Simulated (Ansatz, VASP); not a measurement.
**KCl: VASP beside Ansatz**

```xyz
2
Lattice="-0.0316 3.1403 3.1403 3.1403 -0.0316 3.1403 3.1403 3.1403 -0.0316" Properties=species:S:1:pos:R:3 pbc="T T T"
K     0.0000    0.0000    0.0000
Cl    3.1245    3.1245    3.1245
```

Change from the starting cell: equal xy, yz and zx shear strains of -1 %, PAW files.

Alike in both runs: task electric field gradients; functional PBE; k mesh 7 × 7 × 7; occupations fermi-dirac, width 0.03 eV; no spin polarisation.

```csv
,VASP,Ansatz
version,VASP 6.6.1,Ansatz 0.2.0
potentials or method,"VASP PAW PBE potentials, release 64 (K_sv, Cl)","PAW with Ansatz's default frozen-core files, scalar-relativistic"
plane-wave cutoff (eV),520,420
valence electrons in the cell,16,16
```

VASP gave:

- gap on the k mesh at the Fermi level (eV): 5.14
- pressure (GPa): 0.6
- largest component of the traceless stress (GPa): 0.06
- Vzz of the field gradient on the site that differs most (V/Å²): -1.3

Q: What did Ansatz give for the same quantities?

A: gap on the k mesh at the Fermi level (eV): 5.14; pressure (GPa): 0.6; largest component of the traceless stress (GPa): 0.06; Vzz of the field gradient on the site that differs most (V/Å²): -1.4.

Caveats: an odd mesh through Γ misses points on the zone boundary, where band edges often lie.
